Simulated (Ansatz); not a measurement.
**Na (Im-3m), two-dimensional strain map**

The calculation used Ansatz 0.2.0, DFT PBE, scalar-relativistic, plane waves, PAW. Settings: plane waves to 420 eV, k-mesh 16×16×16 (Γ-centred), Gaussian smearing 0.15 eV. No spin polarisation. Energies are free energies at this smearing, counted from the undisturbed cell; pressure is positive in compression.

Reference structure (as given, not relaxed at this level; it stands at -0.2 GPa):

```xyz
1
Lattice="-2.1175 2.1175 2.1175 2.1175 -2.1175 2.1175 2.1175 2.1175 -2.1175" Properties=species:S:1:pos:R:3 pbc="T T T"
Na    0.0000    0.0000    0.0000
```

The cell is strained by p along both x and y and by q along z, fractional coordinates fixed. Points are written (p, q).

Energy above the undisturbed cell in meV/atom (a dash: not computed):

| p \ q | -0.030 | -0.015 | 0.000 | 0.015 | 0.030 |
| --- | --- | --- | --- | --- | --- |
| -0.030 | 3.2 | ? | 0.5 | -0.2 | -0.4 |
| -0.015 | 0.4 | -0.4 | -0.6 | ? | 0.1 |
| 0.000 | -0.5 | -0.5 | 0.0 | 0.9 | 2.2 |
| 0.015 | 0.3 | 1.0 | ? | 3.8 | 5.8 |
| 0.030 | 2.6 | 4.0 | ? | 8.0 | 10.6 |

Question: Fill in the withheld energies.

Answer: (-0.030, -0.015): 1.6; (-0.015, 0.015): -0.4; (0.015, 0.000): 2.2; (0.030, 0.000): 5.8.